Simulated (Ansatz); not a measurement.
# F: single points about a listed cell

A set of self-consistent runs on F under moves of single atoms, random distortions, further strains and shifts, swapped elements, distortions that keep the symmetry, other functionals, to map its energy surface near the listed cell.

Program: Ansatz 0.2.0. Level of theory: DFT PBE, scalar-relativistic, plane waves, PAW. These are calculated values, not measurements.

1 further run of the same task is left out (set aside as unsound or not needed).

**1. The starting structure**

Symmetry: C2/c, No. 15, monoclinic system. Conventional cell: a = 5.500 Å, b = 3.280 Å, c = 7.280 Å, α = 90.00°, β = 102.17°, γ = 90.00°. Around F (site symmetry 1) lie 1 F at 1.49 Å.

As a file:

```
F
1.0
     2.75000   -1.64000    0.00000
     2.75000    1.64000    0.00000
    -1.53472    0.00000    7.11639
F
4
Direct
  0.96800 0.60200 0.09970
  0.39800 0.03200 0.40030
  0.03200 0.39800 0.90030
  0.60200 0.96800 0.59970
```

The structure comes from the Crystallography Open Database.

**2. Random moves and strain, cell strained**

The change: strain xx, yy, zz, yz, xz, xy = -0.6, -1.4, -2.5, -0.2, +0.4, +0.1 %; atoms moved by 0.06 Å root mean square, at most 0.07 Å.

Input file input.yaml:

```yaml
crystal:
  lattice:
    - [2.7319637, -1.6140016, 0.0138778]
    - [2.7349813, 1.6190616, 0.0088922]
    - [-1.4960344782, -0.0122288552, 6.9309878868]
  atoms:
    - { symbol: F, position: [0.9529712857, 0.6210383589, 0.1025581907] }
    - { symbol: F, position: [0.3908545143, 0.0316837826, 0.390252771] }
    - { symbol: F, position: [0.0394229027, 0.3984777807, 0.9064815049] }
    - { symbol: F, position: [0.6167512973, 0.9488000778, 0.6007075333] }
basis:
  ecutwfc: 420
kpoints:
  mp_grid: { grid: [10, 10, 4] }
hamiltonian:
  xc: pbe
scf:
  occupations: { method: gaussian, width: 0.02 }
output:
  forces: true
  stress: true
  eigenvalues: true
```

Launch:

```bash
> ansatz run input.yaml --threads 1 --pin off --max-ram 1331MiB --backend cpu --events-out ev --progress --plain --runs-dir out
```

**3. One atom moved**

Input file input.yaml:

```yaml
crystal:
  lattice:
    - [2.75, -1.64, 0.0]
    - [2.75, 1.64, 0.0]
    - [-1.53472, 0.0, 7.11639]
  atoms:
    - { symbol: F, position: [1.0000867278, 0.5158489229, 0.1347051079] }
    - { symbol: F, position: [0.398, 0.032, 0.4003] }
    - { symbol: F, position: [0.032, 0.398, 0.9003] }
    - { symbol: F, position: [0.602, 0.968, 0.5997] }
basis:
  ecutwfc: 420
kpoints:
  mp_grid: { grid: [10, 10, 4] }
hamiltonian:
  xc: pbe
scf:
  occupations: { method: gaussian, width: 0.02 }
output:
  forces: true
  stress: true
  eigenvalues: true
```

**4. A change within a subgroup**

Input file input.yaml:

```yaml
crystal:
  lattice:
    - [2.813525, -1.654022, -0.0034375]
    - [2.813525, 1.654022, -0.0034375]
    - [-1.5790675195, 0.0, 7.4443813898]
  atoms:
    - { symbol: F, position: [0.9432943128, 0.5905802114, 0.0898969957] }
    - { symbol: F, position: [0.4094197886, 0.0567056872, 0.4101030043] }
    - { symbol: F, position: [0.0322461281, 0.3849602295, 0.9234251682] }
    - { symbol: F, position: [0.6150397705, 0.9677538719, 0.5765748318] }
basis:
  ecutwfc: 420
kpoints:
  mp_grid: { grid: [10, 10, 4] }
hamiltonian:
  xc: pbe
scf:
  occupations: { method: gaussian, width: 0.02 }
output:
  forces: true
  stress: true
  eigenvalues: true
```

**5. A change within a subgroup**

Input file input.yaml:

```yaml
crystal:
  lattice:
    - [2.923323, -1.5553742, -0.149385]
    - [3.019427, 1.7165242, 0.047415]
    - [-1.7902028306, 0.382016104, 7.6003638327]
  atoms:
    - { symbol: F, position: [0.9565416602, 0.6344928797, 0.0992601703] }
    - { symbol: F, position: [0.4309199359, 0.0177857895, 0.394240748] }
    - { symbol: F, position: [0.0349414554, 0.4031609676, 0.9039760211] }
    - { symbol: F, position: [0.5775987668, 0.9445621814, 0.6025230606] }
basis:
  ecutwfc: 420
kpoints:
  mp_grid: { grid: [10, 10, 4] }
hamiltonian:
  xc: pbe
scf:
  occupations: { method: gaussian, width: 0.02 }
output:
  forces: true
  stress: true
  eigenvalues: true
```

**6. One element swapped, cell strained: F → I, first probe**

Input file input.yaml:

```yaml
crystal:
  lattice:
    - [5.0327388158, -3.0013424211, 0.0]
    - [5.0327388158, 3.0013424211, 0.0]
    - [-2.8086708783, 0.0, 13.0236117023]
  atoms:
    - { symbol: I, position: [0.968, 0.602, 0.0997] }
    - { symbol: I, position: [0.398, 0.032, 0.4003] }
    - { symbol: I, position: [0.032, 0.398, 0.9003] }
    - { symbol: I, position: [0.602, 0.968, 0.5997] }
basis:
  ecutwfc: 420
kpoints:
  mp_grid: { grid: [4, 4, 2] }
hamiltonian:
  xc: pbe
scf:
  occupations: { method: gaussian, width: 0.1 }
output:
  forces: true
  stress: true
  eigenvalues: true
```

**7. Substitution of an element, cell strained: F → I**

input.yaml: that of step 6 with these lines changed.

```diff
@@ -13,3 +13,3 @@
 kpoints:
-  mp_grid: { grid: [4, 4, 2] }
+  mp_grid: { grid: [6, 6, 2] }
 hamiltonian:
@@ -17,3 +17,3 @@
 scf:
-  occupations: { method: gaussian, width: 0.1 }
+  occupations: { method: gaussian, width: 0.02 }
 output:
```

**8. A distortion that keeps the symmetry**

Input file input.yaml:

```yaml
crystal:
  lattice:
    - [2.6623025, -1.7516184, -0.050545]
    - [2.6623025, 1.7516184, -0.050545]
    - [-1.6165770274, 0.0, 7.0592014736]
  atoms:
    - { symbol: F, position: [0.9981799145, 0.60018915, 0.1071564681] }
    - { symbol: F, position: [0.39981085, 0.0018200855, 0.3928435319] }
    - { symbol: F, position: [0.0018200855, 0.39981085, 0.8928435319] }
    - { symbol: F, position: [0.60018915, 0.9981799145, 0.6071564681] }
basis:
  ecutwfc: 420
kpoints:
  mp_grid: { grid: [10, 10, 4] }
hamiltonian:
  xc: pbe
scf:
  occupations: { method: gaussian, width: 0.02 }
output:
  forces: true
  stress: true
  eigenvalues: true
  populations: true
```

**9. Functional and cell changed: r2SCAN**

Input file input.yaml:

```yaml
crystal:
  lattice:
    - [2.6974475, -1.6086596, 0.0]
    - [2.6974475, 1.6086596, 0.0]
    - [-1.5053915008, 0.0, 6.9803957871]
  atoms:
    - { symbol: F, position: [0.968, 0.602, 0.0997] }
    - { symbol: F, position: [0.398, 0.032, 0.4003] }
    - { symbol: F, position: [0.032, 0.398, 0.9003] }
    - { symbol: F, position: [0.602, 0.968, 0.5997] }
basis:
  ecutwfc: 500
kpoints:
  mp_grid: { grid: [10, 10, 4] }
hamiltonian:
  xc: r2scan
scf:
  occupations: { method: gaussian, width: 0.02 }
output:
  forces: true
  stress: true
  eigenvalues: true
  populations: true
```

**Question.** What will these runs give? Wanted: for each run, case; energy; pressure; largest force.

As calculated:

```
step                                              case  energy (meV/atom)  pressure (GPa)  largest force (eV/Å)  gap on the mesh (eV)
   2            random moves and strain, cell strained               +0.0            -4.2                  2.87                  1.66
   3                                    one atom moved             +136.9            -7.2                  3.80                  0.79
   4                        a change within a subgroup               +5.5             8.0                  3.70                  3.98
   5                        a change within a subgroup             +147.5            -8.4                  3.69                  1.10
   7  substitution of an element, cell strained: F → I                n/a            -0.4                  0.32                  1.31
   8              a distortion that keeps the symmetry              +59.6            -7.0                  2.95                  1.30
   9               functional and cell changed: r2SCAN                n/a            -5.0                  1.86                  3.02
```

Energies are counted from step 2, with the smearing taken to zero. Other atoms or functionals have another zero of energy (n/a). 

**Reading.** Among the distorted cells of the listed formula and level the largest force, 3.80 eV/Å, comes in step 3, shared by 2 atoms. Among the distorted cells of the listed formula and level the gap runs from 0.79 eV to 3.98 eV. These runs have no spin-orbit coupling; with I it would split and shift bands.

These are semilocal Kohn-Sham gaps, which aren't the measured quantity. Such gaps usually fall short of the measured ones; spin-orbit coupling, left out here, narrows gaps with I, so the two errors partly cancel.
